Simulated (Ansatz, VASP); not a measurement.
# One calculation of Os, two programs

File INCAR:

```
PREC = Accurate
ENCUT = 520
EDIFF = 1E-7
ISMEAR = 0
SIGMA = 0.15
LREAL = False
LASPH = True
NELM = 60
ALGO = Fast
ISIF = 2
LWAVE = False
LCHARG = True
GGA = PS
LELF = True
LVHAR = True
NBANDS = 10
```

The input KPOINTS:

```
Automatic mesh
0
Gamma
  20 20 20
```

POSCAR

```
Os
1.0
    0.0000000000      1.9450000000      1.8963750000
    1.9450000000      0.0000000000      1.8963750000
    1.9450000000      1.9450000000      0.0000000000
Os
1
Direct
    0.0000000000      0.0000000000      0.0000000000
```

Input for Ansatz:

```yaml
crystal:
  lattice:
    - [0.0, 1.945, 1.896375]
    - [1.945, 0.0, 1.896375]
    - [1.945, 1.945, 0.0]
  atoms:
    - { symbol: Os, position: [0.0, 0.0, 0.0] }
basis:
  ecutwfc: 420
kpoints:
  mp_grid: { grid: [20, 20, 20] }
hamiltonian:
  xc: pbesol
scf:
  occupations: { method: gaussian, width: 0.15 }
output:
  forces: true
  stress: true
  eigenvalues: true
```

Change from the starting cell: strain +0.000 along x and y, -0.025 along z, atoms carried along.

Alike in both runs: task single point; functional PBEsol; k mesh 20 × 20 × 20; occupations gaussian, width 0.15 eV; no spin polarisation.

|  | VASP | Ansatz |
| --- | --- | --- |
| version | VASP 6.6.1 | Ansatz 0.2.0 |
| potentials or method | VASP PAW PBE potentials, release 64 (Os) | scalar-relativistic, plane waves, PAW |
| plane-wave cutoff (eV) | 520 | 420 |
| valence electrons in the cell | 8 | 16 |

Ansatz gave:

- gap on the k mesh at the Fermi level (eV): none
- pressure (GPa): -11.2
- largest component of the traceless stress (GPa): 5.45

Problem. What did VASP give for the same quantities?

Solution. gap on the k mesh at the Fermi level (eV): none; pressure (GPa): -11.0; largest component of the traceless stress (GPa): 5.44.

A gap of «none» marks a metal or a gap that the smearing closes. The two sets of potentials don't hold the same shells in valence.

Caveats: the PAW data sets were made with another functional, which shifts forces and pressure a little (VASP). The runs have no spin-orbit coupling, so splittings on Os are missing.
